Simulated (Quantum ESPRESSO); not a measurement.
Runs of Quantum ESPRESSO 7.5 on MgO. It takes space group Fm-3m (No. 225, cubic). Conventional cell: a = 4.194 Å, b = 4.194 Å, c = 4.194 Å, α = 90.00°, β = 90.00°, γ = 90.00°. Around Mg (site symmetry m-3m) lie 6 O at 2.10 Å. Around O (site symmetry m-3m) lie 6 Mg at 2.10 Å. The cell is a database's computed one.

| task | level | k mesh | SCF threshold | symmetry | rVV10 parameter b | form of the LDA correlation | gap on the mesh (eV) | pressure (GPa) |
| --- | --- | --- | --- | --- | --- | --- | --- | --- |
| band structure | revPBE | 11 × 11 × 11 | 4e-10 Ry | - | - | - | 5.05 | (c) |
| band structure | PBEsol | 11 × 11 × 11 | 4e-10 Ry | - | - | - | 4.74 | 3.5 |
| band structure | rPW86PBE+rVV10 | 11 × 11 × 11 | 4e-10 Ry | - | 6.3 | - | 4.90 | 6.1 |
| band structure | PBE | 11 × 11 × 11 | 4e-10 Ry | - | - | - | 4.89 | 7.1 |
| band structure | RPBE | 11 × 11 × 11 | 4e-10 Ry | - | - | - | 5.07 | 12.4 |
| band structure | AM05 | 11 × 11 × 11 | 4e-10 Ry | - | - | - | (b) | 4.6 |
| band structure | SCAN | 8 × 8 × 8 | 1e-08 Ry | off | - | - | 5.65 | (a) |
| band structure | rev-vdW-DF2 | 11 × 11 × 11 | 4e-10 Ry | - | - | - | 4.92 | 3.5 |
| band structure | r2SCAN | 8 × 8 × 8 | 1e-08 Ry | off | - | - | 5.66 | 2.5 |
| band structure | LDA | 11 × 11 × 11 | 4e-10 Ry | - | - | PZ81 | 4.57 | (d) |

Alike in all rows: potentials or basis SG15 PBE 1.2; no spin polarisation; cell as given; cutoff (eV) 1197; smearing fermi-dirac 0.05 eV.

Q: Estimate the missing entries.

A: (a) 1.9; (b) 4.76; (c) 11.7; (d) -3.5.

Caveats: the potentials were made for another functional, which shifts forces and pressure (some runs).

